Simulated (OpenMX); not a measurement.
**Te2Pt (Moncheite) under changes of volume**

One of the cells (24.626 Å³/atom); the others are scaled copies at fixed shape and fractional positions:

```xyz
3
Lattice="4.0366 0.0000 0.0000 -2.0183 3.4958 0.0000 0.0000 0.0000 5.2354" Properties=species:S:1:pos:R:3 pbc="T T T"
Pt    0.0000    0.0000    0.0000
Te    2.0183    1.1653    3.9266
Te    0.0000    2.3305    1.3089
```

```yaml
Program: OpenMX 3.8.5
Functional: PBE
Potentials_or_basis: OpenMX 2013 PBE set, Pt7.0-s3p2d2f1, Te7.0-s3p2d2f1, fixed grid of 48 × 48 × 70 points
k_mesh: 9 × 9 × 5
Occupations: fermi-dirac, width 0.05 eV
Spin: no spin polarisation
```

| volume (Å³/atom) | energy over the lowest point (meV/atom) | largest force (eV/Å) |
| --- | --- | --- |
| 22.694 | 214.75 | 2.427 |
| 23.177 | 154.89 | 2.075 |
| 23.660 | 106.10 | 1.751 |
| 24.626 | ? | ? |
| 25.108 | 15.02 | 0.934 |
| 25.591 | 0.00 | 0.705 |

Q: What does the run at 24.626 Å³/atom give?

A: Energy over the lowest point 37.17 meV/atom; largest force 1.183 eV/Å.

Worked out: A Birch-Murnaghan fit of order 3 (a polynomial in V^(-2/3)) to the other rows has no minimum within the range. It gives 37.11 meV/atom at 24.626 Å³/atom, against the run's 37.17.

Energies are extrapolated to zero smearing.

Caveats: the basis has few d functions beyond the semicore shells, which can make volumes several per cent too large; the basis of atomic orbitals isn't converged, which shifts pressures, moduli and gaps; forces of over 1 eV/Å show positions far from the minimum, so gaps and moduli don't describe the material at rest (some runs).
